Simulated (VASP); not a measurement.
## From an Ansatz input to VASP: PbSe (strained zincblende)

Ansatz input

```yaml
crystal:
  lattice:
    - [0.0, 3.423204131, 3.423204131]
    - [3.4909835728, 0.0, 3.423204131]
    - [3.4909835728, 3.423204131, 0.0]
  atoms:
    - { symbol: Pb, position: [0.0, 0.0, 0.0] }
    - { symbol: Se, position: [0.25, 0.25, 0.25] }
kpoints:
  mp_grid: { grid: [6, 6, 6] }
  band_path:
    path:
      - [0.0, 0.0, 0.0]
      - [-0.5, -0.5, 0.0]
      - [-0.375, -0.375, 0.25]
      - [-0.375, 0.0, 0.375]
      - [0.0, 0.0, 0.5]
      - [-0.5, -0.25, 0.25]
      - [0.244792, -0.5, -0.255208]
      - [0.5, 0.0, 0.5]
    npoints: 1
hamiltonian:
  xc: pbe
scf:
  occupations: { method: fermi_dirac, width: 0.02 }
  n_extra_bands: 4
output:
  forces: true
  stress: true
  eigenvalues: true
  write_density: true
  write_potential: true
  elf: true
  volumetric_format: npy
```

**Question.** Translate this input to VASP.

**Answer.** 

INCAR

```
LCHARG = .TRUE.
LELF = .TRUE.
LWAVE = .FALSE.
SIGMA = 0.02
EDIFF = 1E-7
LREAL = .FALSE.
NBANDS = 17
ISIF = 2
LASPH = .TRUE.
NSW = 0
ENCUT = 520
IBRION = -1
ISMEAR = -1
GGA = PE
NELM = 120
PREC = Accurate
```

KPOINTS

```
KPOINTS created by Atomic Simulation Environment
0
Gamma
6 6 6
0 0 0
```

KPOINTS_OPT

```
special points
8
Reciprocal
0.0000000000 0.0000000000 0.0000000000 1
-0.5000000000 -0.5000000000 0.0000000000 1
-0.3750000000 -0.3750000000 0.2500000000 1
-0.3750000000 0.0000000000 0.3750000000 1
0.0000000000 0.0000000000 0.5000000000 1
-0.5000000000 -0.2500000000 0.2500000000 1
0.2447920000 -0.5000000000 -0.2552080000 1
0.5000000000 0.0000000000 0.5000000000 1
```

POSCAR

```
Pb Se
 1.0000000000000000
     0.0000000000000000    3.4232041309999999    3.4232041309999999
     3.4909835727999998    0.0000000000000000    3.4232041309999999
     3.4909835727999998    3.4232041309999999    0.0000000000000000
 Pb  Se
   1   1
Cartesian
  0.0000000000000000  0.0000000000000000  0.0000000000000000
  1.7454917863999999  1.7116020654999999  1.7116020654999999
```

VASP ran with the recommended PBE PAW datasets (20 valence electrons in the cell). Other inputs would serve too.

```
                            Ansatz     VASP
gap between bands v and c  0.63 eV  0.63 eV
         least direct gap  1.16 eV  1.16 eV
                 pressure  0.1 GPa  0.1 GPa
```

Datasets and cutoffs are each program's own. VASP's cell holds 20 valence electrons and Ansatz's 30. Ansatz's stress includes a Pulay correction; VASP's doesn't.
